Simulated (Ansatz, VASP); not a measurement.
**Two plane-wave programs on CdS**

```
Cd S
1.0
     0.00000    3.75512    3.75512
     3.75512    0.00000    3.75512
     3.75512    3.75512    0.00000
Cd S
2 2
Direct
  0.50000 0.50000 0.50000
  0.75000 0.75000 0.75000
  0.00000 0.00000 0.00000
  0.25000 0.25000 0.25000
```

Alike in both runs: task single point; functional PBE; k mesh 4 × 4 × 4; occupations gaussian, width 0.1 eV; no spin polarisation.

|  | VASP | Ansatz |
| --- | --- | --- |
| version | VASP 6.6.1 | Ansatz 0.2.0 |
| potentials or method | VASP PAW PBE potentials, release 64 (Cd, S) | scalar-relativistic, plane waves, PAW |
| plane-wave cutoff (eV) | 520 | 420 |
| valence electrons in the cell | 36 | 52 |

```tsv
	VASP	Ansatz	Ansatz less VASP
gap on the k mesh at the Fermi level (eV)	none	none	-
pressure (GPa)	-8.5	-8.6	-0.07
```

A gap of «none» marks a metal or a gap that the smearing closes. The two sets of potentials don't hold the same shells in valence.

Caveats: the k mesh is coarse (spacing up to 0.36 Å⁻¹), so the values aren't converged.
